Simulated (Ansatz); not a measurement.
¹¹⁹Sn Mössbauer parameters in SnS

Cell: a computed structure from the Materials Project (it need not be an observed phase), its atoms then relaxed with PBE in this cell.

```cif
data_SnS
_symmetry_space_group_name_H-M 'Pnma'
_symmetry_Int_Tables_number 62
_cell_length_a 11.3920
_cell_length_b 3.9569
_cell_length_c 4.5328
_cell_angle_alpha 90.000
_cell_angle_beta 90.000
_cell_angle_gamma 90.000
loop_
_atom_site_label
_atom_site_type_symbol
_atom_site_symmetry_multiplicity
_atom_site_Wyckoff_symbol
_atom_site_fract_x
_atom_site_fract_y
_atom_site_fract_z
Sn Sn 4 c 0.6204 0.2500 0.3629
S S 4 c 0.3503 0.2500 0.0244
```

One atom of each set is listed.

Computed with Ansatz: DFT, PBE, plane waves and PAW, scalar-relativistic, 420 eV cutoff, Γ-centred 3×8×7 k-points, Fermi–Dirac smearing 0.01 eV.

Isomer shifts (against SnO₂) follow from the electron density at the nucleus, δ = α(ρ − ρ₀), with α = 0.099 mm s⁻¹ a₀³ and ρ₀ = 183191.44 a₀⁻³ from a line fitted to 8 measured compounds at this level of theory (rms miss 0.12 mm/s). ΔE_Q = ½eQV_zz(1 + η²/3)^½ with Q = -0.132 b for the 23.9 keV state.

Task: What would the ¹¹⁹Sn spectrum's parameters be?

Result: 

| site | atoms | first shell | ρ − ρ₀ (a₀⁻³) | δ (mm/s) | ΔE_Q (mm/s) | η |
| --- | --- | --- | --- | --- | --- | --- |
| Sn | 4 | 3 S at 2.67 Å | 33.5 | 3.31 | 0.98 | 0.36 |

The shift of Sn is typical of Sn(II), and the large splitting points to a stereochemically active lone pair.

Without spin–orbit coupling (the program notes it for Sn) the gradients can shift somewhat, as the gap is small. Shifts outside the range of the fitted compounds (-0.5 to 3.2 mm/s for Sn) are extrapolations.
